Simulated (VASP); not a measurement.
# InP (F-43m) in VASP: single point with PBEsol

Aim: the single point of InP with PBEsol.

Everything below comes from runs of VASP 6.6.1. Logs are shortened: lines on timing, memory, paths and dates and some standing lists are left out, and cuts for length are marked.

## 1. Starting point

It takes space group F-43m (No. 216, cubic). The conventional cell has a = 5.879 Å, b = 5.879 Å, c = 5.879 Å, α = 90.00°, β = 90.00°, γ = 90.00°. In (site symmetry -43m) has 4 P at 2.55 Å as nearest neighbours. Around P (site symmetry -43m) lie 4 In at 2.55 Å.

The cell is a database's computed one.

## 2. Single point, PBEsol, non-collinear spin, zero start, spin-orbit coupling

Contents of INCAR:

```
SYSTEM = InP
PREC = Accurate
ENCUT = 520
EDIFF = 1E-7
ISMEAR = 0
SIGMA = 0.02
LREAL = .FALSE.
LASPH = .TRUE.
NELM = 60
ALGO = Normal
ISIF = 2
LWAVE = .FALSE.
LCHARG = .FALSE.
MAGMOM = 0 0 0 0 0 0
LORBIT = 11
LSORBIT = .TRUE.
GGA_COMPAT = .FALSE.
GGA = PS
```

Contents of KPOINTS:

```
Automatic mesh
0
G
  10 10 10
  0 0 0
```

Contents of POSCAR:

```
InP
1.0
    0.0000000000      2.9395400000      2.9395400000
    2.9395400000      0.0000000000      2.9395400000
    2.9395400000      2.9395400000      0.0000000000
In P
1 1
Direct
    0.0000000000      0.0000000000      0.0000000000
    0.7500000000      0.7500000000      0.7500000000
```

Potentials or basis: VASP PAW PBE potentials, release 64 (In_d, P).

Launch:

```
$ cat potpaw_PBE.64/In_d/POTCAR potpaw_PBE.64/P/POTCAR > POTCAR
$ mpirun -np 1 vasp_ncl > vasp.out
```

OUTCAR:

```text
SYSTEM = InP
   PREC = Accurate
   ENCUT = 520
   EDIFF = 1E-7
   ISMEAR = 0
   LREAL = .FALSE.
   LASPH = .TRUE.
   NELM = 60
   ISIF = 2
   LORBIT = 11
   LSORBIT = .TRUE.
   GGA = PS

 ion  position               nearest neighbor table
   1  0.000  0.000  0.000-   2 2.55   2 2.55   2 2.55   2 2.55
   2  0.750  0.750  0.750-   1 2.55   1 2.55   1 2.55   1 2.55

  LATTYP: Found a face centered cubic cell.
 ALAT       =     5.8790800000

  Lattice vectors:

 A1 = (   0.0000000000,   2.9395400000,   2.9395400000)
 A2 = (   2.9395400000,   0.0000000000,   2.9395400000)
 A3 = (   2.9395400000,   2.9395400000,   0.0000000000)

Analysis of symmetry for initial positions (statically):
=====================================================================
 Subroutine PRICEL returns:
 Original cell was already a primitive cell.

 Routine SETGRP: Setting up the symmetry group for a
 face centered cubic supercell.

 Subroutine GETGRP returns: Found 24 space group operations
 (whereof 24 operations were pure point group operations)
 out of a pool of 48 trial point group operations.

The static configuration has the point symmetry T_d .

Analysis of symmetry for dynamics (positions and initial velocities):
=====================================================================
 Subroutine PRICEL returns:
 Original cell was already a primitive cell.

 Routine SETGRP: Setting up the symmetry group for a
 face centered cubic supercell.

 Subroutine GETGRP returns: Found 24 space group operations
 (whereof 24 operations were pure point group operations)
 out of a pool of 48 trial point group operations.

The dynamic configuration has the point symmetry T_d .

Analysis of structural, dynamic, and magnetic symmetry:
=====================================================================
 Subroutine PRICEL returns:
 Original cell was already a primitive cell.

 Routine SETGRP: Setting up the symmetry group for a
 face centered cubic supercell.

 Subroutine GETGRP returns: Found 24 space group operations
 (whereof 24 operations were pure point group operations)
 out of a pool of 48 trial point group operations.

The overall configuration has the point symmetry T_d .

 Subroutine INISYM returns: Found 24 space group operations
 (whereof 24 operations are pure point group operations),
 and found     1 'primitive' translations

----------------------------------------------------------------------------------------

                                     Primitive cell

  volume of cell :      50.8005

  direct lattice vectors                    reciprocal lattice vectors
     0.000000000  2.939540000  2.939540000    -0.170094641  0.170094641  0.170094641
     2.939540000  0.000000000  2.939540000     0.170094641 -0.170094641  0.170094641
     2.939540000  2.939540000  0.000000000     0.170094641  0.170094641 -0.170094641

  length of vectors
     4.157137335  4.157137335  4.157137335     0.294612560  0.294612560  0.294612560

  position of ions in fractional coordinates (direct lattice)
     0.000000000  0.000000000  0.000000000
     0.750000000  0.750000000  0.750000000

  ion indices of the primitive-cell ions
   primitive index   ion index
                 1           1
                 2           2

----------------------------------------------------------------------------------------

 KPOINTS: Automatic mesh

Automatic generation of k-mesh.
 Grid dimensions read from file:
 generate k-points for:   10   10   10

 Generating k-lattice:

  Cartesian coordinates                     Fractional coordinates (reciprocal lattice)
    -0.017009464  0.017009464  0.017009464     0.100000000  0.000000000  0.000000000
[... 75 lines left out ...]
   EFERMI_NEDOS =   21; number of points for ismear=-14 and -15
   IALGO  =     38    algorithm
   IMIX   =      4    mixing-type and parameters
     AMIX     =   0.40;   BMIX     =  1.00
     AMIX_MAG =   1.60;   BMIX_MAG =  1.00
  volume/ion in A,a.u.               =      25.40       171.41
  Fermi-wavevector in a.u.,A,eV,Ry     =   1.158447  2.189148 18.259021  1.342000
  Thomas-Fermi vector in A             =   2.295049
   LORBIT       =     11    0 simple, 1 ext, 2 COOP (PROOUT), +10 PAW based schemes
   GGA     = PS    functional components
   LHFCALC =     F    Hartree Fock is set to
   AEXX    =    0.0000 exact exchange contribution
   IVDW    =     0    specifies the selected vdW correction
   LEPSILON=     F    determine dielectric tensor
   LRPA    =     F    only Hartree local field effects (RPA)
 Gauss-broadening in eV      SIGMA  =   0.02
  energy-cutoff  :      520.00
  volume of cell :       50.80
 maximum number of plane-waves:      2774
   NGX = 15   NGY = 15   NGZ = 15

 number of electron      18.0000007 magnetization       0.0000000      0.0000000      0.0000000

 number of electron      18.0000007 magnetization      -0.0000000     -0.0000000     -0.0000000

 number of electron      18.0000007 magnetization      -0.0000000     -0.0000000      0.0000000

 Free energy of the ion-electron system (eV)
  ---------------------------------------------------
  ext. energy  EPLUGINS =         0.00000000
  ---------------------------------------------------
  free energy    TOTEN  =        -9.19303728 eV

  energy without entropy =       -9.19303728  energy(sigma->0) =       -9.19303728

 E-fermi :   5.1548     XC(G=0):  -9.4384

 val. band max:        5.0191009943   @ k =   0.0000   0.0000   0.0000
 cond. band min:       5.5556206359   @ k =   0.0000   0.0000   0.0000
 fundamental gap:      0.5365196416
 Fermi energy:         5.1548137923

 k-point     1 :       0.0000    0.0000    0.0000
  band No.  band energies     occupation
      1      -9.5873      1.00000
      2      -9.5873      1.00000
      3      -9.5873      1.00000
      4      -9.5873      1.00000
      5      -8.8081      1.00000
      6      -8.8081      1.00000
[... 685 lines left out ...]
     25      10.1832      0.00000
     26      10.2619      0.00000

 [... further k-points ...]

------------------------ aborting loop because EDIFF is reached ----------------------------------------

  FORCE on cell =-STRESS in cart. coord.  units (eV):
  Direction    XX          YY          ZZ          XY          YZ          ZX
  --------------------------------------------------------------------------------------
  -------------------------------------------------------------------------------------
  Total       -0.0262653     -0.0262653     -0.0262653      0.0000000      0.0000000     -0.0000000
  in kB       -0.8283694     -0.8283694     -0.8283694      0.0000000      0.0000000     -0.0000000
  external PRESSURE =      -0.8283694 kB  Pullay stress =       0.0000000 kB

 VOLUME and BASIS-vectors are now :
 -----------------------------------------------------------------------------
  energy-cutoff  :      520.00
  volume of cell :       50.80
      direct lattice vectors                 reciprocal lattice vectors
     0.000000000  2.939540000  2.939540000    -0.170094641  0.170094641  0.170094641
     2.939540000  0.000000000  2.939540000     0.170094641 -0.170094641  0.170094641
     2.939540000  2.939540000  0.000000000     0.170094641  0.170094641 -0.170094641

 POSITION                                       TOTAL-FORCE (eV/Angst)
 -----------------------------------------------------------------------------------
      0.00000      0.00000      0.00000         0.000000      0.000000      0.000000
      4.40931      4.40931      4.40931        -0.000000     -0.000000     -0.000000
 -----------------------------------------------------------------------------------
    total drift:                               -0.000000     -0.000000     -0.000000

  FREE ENERGIE OF THE ION-ELECTRON SYSTEM (eV)
  ---------------------------------------------------
  free  energy   TOTEN  =        -9.1930372823 eV

  energy  without entropy=       -9.1930372823  energy(sigma->0) =       -9.19303728

 Spin-Orbit-Coupling matrix elements

 Ion:    1  E_soc:     -0.0719574
 l=   1
     0.0000000    -0.0054556    -0.0054556
    -0.0054556     0.0000000    -0.0054556
    -0.0054556    -0.0054556     0.0000000
 l=   2
     0.0000000    -0.0013375     0.0000000    -0.0013375    -0.0051998
    -0.0013375     0.0000000    -0.0038998    -0.0013375    -0.0012999
     0.0000000    -0.0038998     0.0000000    -0.0038998     0.0000000
    -0.0013375    -0.0013375    -0.0038998     0.0000000    -0.0012999
    -0.0051998    -0.0012999     0.0000000    -0.0012999     0.0000000
 l=   3
     0.0000000     0.0000000     0.0000000     0.0000000     0.0000000     0.0000000     0.0000000
     0.0000000     0.0000000     0.0000000     0.0000000     0.0000000     0.0000000     0.0000000
     0.0000000     0.0000000     0.0000000     0.0000000     0.0000000     0.0000000     0.0000000
     0.0000000     0.0000000     0.0000000     0.0000000     0.0000000     0.0000000     0.0000000
     0.0000000     0.0000000     0.0000000     0.0000000     0.0000000     0.0000000     0.0000000
     0.0000000     0.0000000     0.0000000     0.0000000     0.0000000     0.0000000     0.0000000
     0.0000000     0.0000000     0.0000000     0.0000000     0.0000000     0.0000000     0.0000000

 Ion:    2  E_soc:     -0.0011282
 l=   1
     0.0000000    -0.0001880    -0.0001880
    -0.0001880     0.0000000    -0.0001880
    -0.0001880    -0.0001880     0.0000000
 l=   2
     0.0000000     0.0000000     0.0000000     0.0000000     0.0000000
     0.0000000     0.0000000     0.0000000     0.0000000     0.0000000
     0.0000000     0.0000000     0.0000000     0.0000000     0.0000000
     0.0000000     0.0000000     0.0000000     0.0000000     0.0000000
     0.0000000     0.0000000     0.0000000     0.0000000     0.0000000
 l=   3
     0.0000000     0.0000000     0.0000000     0.0000000     0.0000000     0.0000000     0.0000000
     0.0000000     0.0000000     0.0000000     0.0000000     0.0000000     0.0000000     0.0000000
     0.0000000     0.0000000     0.0000000     0.0000000     0.0000000     0.0000000     0.0000000
     0.0000000     0.0000000     0.0000000     0.0000000     0.0000000     0.0000000     0.0000000
     0.0000000     0.0000000     0.0000000     0.0000000     0.0000000     0.0000000     0.0000000
     0.0000000     0.0000000     0.0000000     0.0000000     0.0000000     0.0000000     0.0000000
     0.0000000     0.0000000     0.0000000     0.0000000     0.0000000     0.0000000     0.0000000

 total charge

# of ion       s       p       d       tot
------------------------------------------
    1        0.829   0.767   9.899  11.495
    2        1.029   1.472   0.000   2.501
--------------------------------------------------
tot          1.858   2.239   9.899  13.996

 magnetization (x)

# of ion       s       p       d       tot
------------------------------------------
    1        0.000   0.000  -0.000   0.000
    2       -0.000  -0.000   0.000  -0.000
--------------------------------------------------
tot         -0.000  -0.000  -0.000  -0.000

 magnetization (y)

# of ion       s       p       d       tot
------------------------------------------
    1        0.000  -0.000   0.000  -0.000
    2        0.000  -0.000   0.000  -0.000
--------------------------------------------------
tot          0.000  -0.000   0.000  -0.000

 magnetization (z)

# of ion       s       p       d       tot
------------------------------------------
    1        0.000  -0.000   0.000  -0.000
    2        0.000   0.000   0.000   0.000
--------------------------------------------------
tot          0.000   0.000   0.000   0.000
```

Run time: 2.4 min. Hardware: 1 thread of Intel Xeon Platinum 8488C (Sapphire Rapids), shared host; peak memory 0.38 GiB.

Results:

```yaml
Free_energy: -9.1930 eV
Pressure: -0.1 GPa
Net_moment: 0.00 μB per cell
Valence_electrons_inside_the_program's_atomic_spheres: In 11.49; P 2.50
```

Moments on the atoms (μB; x, y, z):
```
In  0.00 0.00 0.00
P   0.00 0.00 0.00
```

Caveat: the PAW data sets were made with another functional, which shifts forces and pressure a little.
